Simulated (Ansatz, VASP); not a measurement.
# One calculation of SiO2, two programs

```
Si O
1.0
     4.18519    0.00000    0.00000
     0.00000    4.18519    0.00000
     0.00000    0.00000    2.66884
Si O
2 4
Direct
  0.00000 0.00000 0.00000
  0.50000 0.50000 0.50000
  0.30610 0.30610 0.00000
  0.19390 0.80610 0.50000
  0.80610 0.19390 0.50000
  0.69390 0.69390 0.00000
```

Alike in both runs: task single point; functional LDA; k mesh 6 × 6 × 10; no spin polarisation.

|  | VASP | Ansatz |
| --- | --- | --- |
| version | VASP 6.6.1 | Ansatz 0.2.0 |
| potentials or method | VASP PAW LDA potentials, release 64 (Si, O) | plane waves, PAW |
| plane-wave cutoff (eV) | 520 | 420 |
| occupations | gaussian, width 0.01 eV | fixed |
| valence electrons in the cell | 32 | 32 |

|  | VASP | Ansatz | Ansatz less VASP |
| --- | --- | --- | --- |
| gap on the k mesh at the Fermi level (eV) | 5.54 | 5.53 | -0.009 |
| pressure (GPa) | -4.1 | -5.1 | -1.03 |
| largest component of the traceless stress (GPa) | 1.00 | 0.38 | -0.627 |
| rms of the force components (eV/Å) | 0.002 | 0.020 | +0.0179 |

Atom by atom the forces differ by 0.018 eV/Å (rms over components).

A k mesh can miss the band edges.
